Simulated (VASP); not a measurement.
Crystal: TePb.

```
Te Pb
1.0
     0.00000    3.22185    3.22185
     3.22185    0.00000    3.22185
     3.22185    3.22185    0.00000
Te Pb
1 1
Direct
  0.50000 0.50000 0.50000
  0.00000 0.00000 0.00000
```

Base run:

```yaml
Program: VASP 6.6.1
Functional: PBE0
Potentials_or_basis: VASP PAW PBE potentials, release 64 (Te, Pb_d)
Cutoff: 520 eV
k_mesh: 6 × 6 × 6
Occupations: gaussian, width 0.03 eV
Spin: no spin polarisation
```

Its results: band gap on the k mesh 1.59 eV, direct; pressure 1.4 GPa.

The run is repeated on the same cell with these changes: functional from PBE0 to HSE06. What comes out?

Band gap on the k mesh 1.07 eV, direct; pressure 1.4 GPa.

Caveats: the PAW data sets were made with another functional, which shifts forces and pressure a little; spin-orbit coupling is left out, which as a rule narrows the gap of such compounds by several tenths of an eV.
